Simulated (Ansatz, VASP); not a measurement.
# Ta in VASP and in Ansatz

```xyz
1
Lattice="2.7599 0.0000 0.0000 0.0000 2.7599 0.0000 0.0000 0.0000 2.7599" Properties=species:S:1:pos:R:3 pbc="T T T"
Ta    0.0000    0.0000    0.0000
```

Change from the starting cell: volume scaled by 1.02.

Alike in both runs: task single point; functional PBE; k mesh 13 × 13 × 13; occupations fermi-dirac, width 0.03 eV; no spin polarisation.

|  | VASP | Ansatz |
| --- | --- | --- |
| version | VASP 6.6.1 | Ansatz 0.2.0 |
| potentials or method | VASP PAW PBE potentials, release 64 (Ta_pv), cutoff 520 eV | all-electron LAPW, scalar-relativistic |

|  | VASP | Ansatz | Ansatz less VASP |
| --- | --- | --- | --- |
| pressure (GPa) | -2.7 | -2.8 | -0.12 |

Ansatz ran all-electron here, so the differences hold the error of VASP's frozen core and of both bases.

Spin-orbit coupling is left out, which matters for the levels of Ta.
